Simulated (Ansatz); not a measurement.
# BeS (zincblende type): a single-point run

Aim: a sound single-point run of BeS (zincblende type). The structure is shown as the input types it.

Computed with Ansatz 0.2.0 (DFT, PBE, all-electron LAPW, scalar-relativistic, unless a step's input says otherwise).

1 further run of the same task is left out (it didn't finish).

### Step 1. The starting structure

Symmetry: F-43m, No. 216, cubic system. The conventional cell has a = 4.875 Å, b = 4.875 Å, c = 4.875 Å, α = 90.00°, β = 90.00°, γ = 90.00°. Around Be (site symmetry -43m) lie 4 S at 2.11 Å. S (site symmetry -43m) has 4 Be at 2.11 Å as nearest neighbours.

As a file:

```
Be S
1.0
     0.00000    2.43765    2.43765
     2.43765    0.00000    2.43765
     2.43765    2.43765    0.00000
Be S
1 1
Cartesian
  0.0000 0.0000 0.0000
  1.2188 1.2188 1.2188
```

### Step 2. The calculation

Contents of input.yaml:

```yaml
crystal:
  lattice:
    - [0.0, 2.4376528955, 2.4376528955]
    - [2.4376528955, 0.0, 2.4376528955]
    - [2.4376528955, 2.4376528955, 0.0]
  atoms:
    - { symbol: Be, position: [0.0, 0.0, 0.0] }
    - { symbol: S, position: [0.25, 0.25, 0.25] }
kpoints:
  mp_grid: { grid: [12, 12, 12] }
  band_path:
    path:
      - [0.0, 0.0, 0.0]
      - [-0.5, -0.5, 0.0]
      - [-0.375, -0.375, 0.25]
      - [-0.375, 0.0, 0.375]
      - [0.0, 0.0, 0.0]
      - [0.0, 0.0, 0.5]
      - [-0.5, -0.25, 0.25]
      - [-0.5, -0.5, 0.0]
    npoints: 14
scf:
  occupations: { method: fermi_dirac, width: 0.05 }
  mixing: { algorithm: anderson, beta: 0.001, ndim: 1 }
  max_iter: 60
hamiltonian:
  xc: pbe
  pseudopotentials: { kind: all_electron, lapw: { basis_error: 0.001 } }
output:
  forces: true
  stress: true
  eigenvalues: true
  populations: true
```

Launch:

```sh
$ ansatz run input.yaml --threads 1 --pin off --max-ram 2048MiB --backend cpu --events-out ev --progress --plain --runs-dir out
```

What happens when this is run?

This run ends as converged. Convergence says nothing about whether the input makes sense.

In the input, scf.mixing.algorithm is anderson; scf.mixing.beta is 0.001; scf.mixing.ndim is 1. What could go wrong: mixing too weak. The residual crept for many cycles and then fell at once, which so weak a step can't do by itself: the program changed its mixing. Several mixing settings were changed at once, so this run can't tell how much each is to blame.

Run again and compare: delete scf.mixing.algorithm, scf.mixing.beta and scf.mixing.ndim (the default then holds).
